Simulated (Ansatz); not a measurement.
Input and command of a plane-wave DFT calculation in Ansatz:

```yaml
crystal:
  lattice:
    - [1.8371292758, -7.2829450158, 0.0]
    - [1.8371292758, 7.2829450158, 0.0]
    - [0.0, 0.0, 3.656765576]
  atoms:
    - { symbol: Zr, position: [0.8952826021, 0.1047173979, 0.75] }
    - { symbol: Zr, position: [0.1047173979, 0.8952826021, 0.25] }
    - { symbol: Si, position: [0.5539585034, 0.4460414966, 0.75] }
    - { symbol: Si, position: [0.4460414966, 0.5539585034, 0.25] }
    - { symbol: Si, position: [0.2456525984, 0.7543474016, 0.75] }
    - { symbol: Si, position: [0.7497682101, 0.2502317899, 0.25] }
basis:
  ecutwfc: 420
kpoints:
  mp_grid: { grid: [14, 14, 14] }
hamiltonian:
  xc: pbesol
scf:
  occupations: { method: gaussian, width: 0.15 }
output:
  forces: true
  stress: true
  eigenvalues: true
```

```bash
ansatz run input.yaml --threads 1 --pin off --max-ram 2560MiB --backend cpu --events-out ev --progress --plain --runs-dir out
```

Processor: Intel(R) Xeon(R) Processor @ 2.70GHz, 1 thread, on a host shared with other jobs.

Q: Estimate time, memory and problem size.

A: About 83 s on 1 thread of Intel(R) Xeon(R) Processor @ 2.70GHz, on a shared host, peak memory 1.1 GiB. It solves 26 bands at 456 k points (the mesh reduced by symmetry) with about 1923 plane waves, in 6 SCF iterations.
